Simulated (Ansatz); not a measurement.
**HfN: energy along a strain**

HfN, Fm-3m, a = 4.518 Å (as given, not relaxed at this level: 5.4 GPa). Ansatz: PBE, PAW, 420 eV, Γ-centred 18×18×18 mesh on 2 atoms, Gaussian smearing 0.15 eV; no spin polarisation. Cell vectors (Å): 0.000 2.259 2.259; 2.259 0.000 2.259; 2.259 2.259 0.000. The cell is strained by x per cent times the pattern (1 1 0 0 0 0) in the order xx yy zz yz xz xy (engineering shears), with fractional coordinates held. y is the free energy over the start, V0 = 11.528 Å³/atom.

```
x (%) y (meV/atom)
-6.00        284.76
-4.50        161.45
-3.00         76.43
-1.50         24.24
 0.00          0.00
 1.50             ?
 3.00         19.02
 4.50         55.63
 5.25         79.48
 6.00        106.60
```

Task: Fit y = c1 x + c2 x² + c3 x³ to the other rows, get the stiffness along the pattern, and predict the missing energy.

Result: Least squares on the rows shown. y = −7.7875 x + 5.4097 x² − 0.19650 x³. The clamped-ion stiffness p·C·p = 2 × 54.10 eV × 160.2 / 11.528 Å³ = 1504 GPa (second derivative at the start, which stands under stress). At x = 1.50 the fit asked for gives -0.17 meV/atom. The run gave -0.55 meV/atom, so the fit is 0.38 meV/atom too high, within the rms miss on the fitted rows (0.85 meV/atom): the form describes this series only roughly.

The cell has an odd number of electrons and ran without spin polarisation, so a magnetic or disproportionated state may lie lower. Spin–orbit coupling is left out, which can shift energies with elements as heavy as these.